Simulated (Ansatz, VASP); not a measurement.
Mo: VASP beside Ansatz

```xyz
1
Lattice="-1.4433 1.6013 1.6961 1.4433 -1.6013 1.6961 1.4433 1.6013 -1.6961" Properties=species:S:1:pos:R:3 pbc="T T T"
Mo    0.0000    0.0000    0.0000
```

Change from the starting cell: strain +e along x and -e along y -0.0500, strain +e along z and -e/2 along x and y +0.0733.

Alike in both runs: task single point; functional PBE; k mesh 20 × 20 × 20; occupations gaussian, width 0.15 eV; no spin polarisation.

|  | VASP | Ansatz |
| --- | --- | --- |
| version | VASP 6.6.1 | Ansatz 0.2.0 |
| potentials or method | VASP PAW PBE potentials, release 64 (Mo_sv) | scalar-relativistic, plane waves, PAW |
| plane-wave cutoff (eV) | 520 | 420 |
| valence electrons in the cell | 14 | 14 |

|  | VASP | Ansatz | Ansatz less VASP |
| --- | --- | --- | --- |
| gap on the k mesh at the Fermi level (eV) | none | none | - |
| pressure (GPa) | 4.7 | 4.2 | -0.51 |
| largest component of the traceless stress (GPa) | 21.65 | 21.64 | -0.009 |

A gap of «none» marks a metal or a gap that the smearing closes.
